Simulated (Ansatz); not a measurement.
CuO, 6 atoms in the cell. Symmetry: P4/mmm, No. 123, tetragonal system. Conventional cell: a = 4.161 Å, b = 4.161 Å, c = 3.888 Å, α = 90.00°, β = 90.00°, γ = 90.00°. Cu (site symmetry mmm) has 4 O at 1.94 to 2.08 Å as nearest neighbours. Cu (site symmetry 4/mmm) is surrounded by 6 O at 1.94 to 2.08 Å. O (site symmetry 4/mmm) is surrounded by 6 Cu at 1.94 to 2.08 Å. Around O (site symmetry mmm) lie 4 Cu at 1.94 to 2.08 Å. Measurements of this composition are mostly on another form, of space group No. 15.

| Property | Result |
| --- | --- |
| Program | Ansatz 0.2.0 |
| Task | band structure |
| Functional | PBEsol |
| Potentials or basis | Ansatz PAW |
| Cutoff | 420 eV (not typed: the program's choice for these potentials) |
| k mesh | 7 × 7 × 7 |
| Occupations | fermi-dirac, width 0.05 eV |
| Spin | no spin polarisation |
| Hubbard terms | Cu d U = 5.3 eV |
| Path | [["G", "X", "M", "G", "Z", "R", "A", "Z"], ["X", "R"], ["M", "A"]] |
| Points for each segment of the path | 14 |
| Hubbard projectors | ortho-atomic (the default) |
| Double counting | fll (the default) |

Potentials or basis: Ansatz PAW.

Run with:

```bash
$ ansatz run input.yaml --threads 2 --pin off --max-ram 5632MiB --backend cpu --events-out ev --progress --plain --runs-dir out
```

Hardware: 2 threads of Arm Neoverse V1 (shared host).

Task: Estimate the wall time of this run.

Result: Run time: 16 s on 2 threads of Arm Neoverse V1 (shared host), peak memory 0.64 GiB. Counts: scf iterations 15, plane waves 1309, k points 40, bands 53.
